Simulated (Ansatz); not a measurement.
MgF$_{2}$:
```
MgF2
1.0
    4.69803     0.00000     0.00000
    0.00000     4.69803     0.00000
    0.00000     0.00000     3.09267
Mg F
2 4
Direct
  0.00000   0.00000   0.00000
  0.50000   0.50000   0.50000
  0.30357   0.30357   0.00000
  0.19643   0.80357   0.50000
  0.69643   0.69643   0.00000
  0.80357   0.19643   0.50000
```

Relaxed with PBE. Independent-particle spectrum: no excitons, no local fields, no scissors shift; 0.1 eV broadening; ε₁ of the summed bands alone.

Tabulate the dielectric function from plane-wave PAW PBE (Ansatz code).



```
E (eV)  ε₁ xx  ε₂ xx  ε₁ zz  ε₂ zz
------  -----  -----  -----  -----
0.0      1.84   0.00   1.89   0.00
0.5      1.84   0.00   1.89   0.00
1.0      1.84   0.00   1.89   0.00
1.5      1.85   0.00   1.90   0.00
2.0      1.86   0.00   1.91   0.00
2.5      1.87   0.00   1.92   0.00
3.0      1.88   0.00   1.93   0.00
3.5      1.90   0.00   1.95   0.00
4.0      1.92   0.00   1.97   0.00
4.5      1.95   0.00   2.00   0.00
5.0      1.99   0.00   2.04   0.00
5.5      2.03   0.00   2.08   0.00
6.0      2.10   0.00   2.14   0.00
6.5      2.19   0.00   2.22   0.00
7.0      2.37   0.00   2.33   0.00
7.5      2.49   0.36   2.63   0.04
8.0      2.38   0.52   2.64   0.46
8.5      2.31   0.60   2.54   0.62
9.0      2.25   0.67   2.46   0.73
9.5      2.20   0.72   2.39   0.81
10.0     2.15   0.77   2.34   0.88
10.5     2.12   0.81   2.30   0.94
11.0     2.10   0.85   2.27   1.00
11.5     2.09   0.90   2.25   1.07
12.0     2.05   1.02   2.24   1.19
```

With all bands, ε∞ without local fields is 2.03 (xx = yy), 2.07 (zz). DFPT, with local fields, gives 2.00 (xx = yy), 2.04 (zz).

Space group P4_2/mnm (rutile). The cell was relaxed with PBE under the symmetry of its start; phonons on a q-mesh show no instability.

Potentials: the later of the program's two PAW sets.
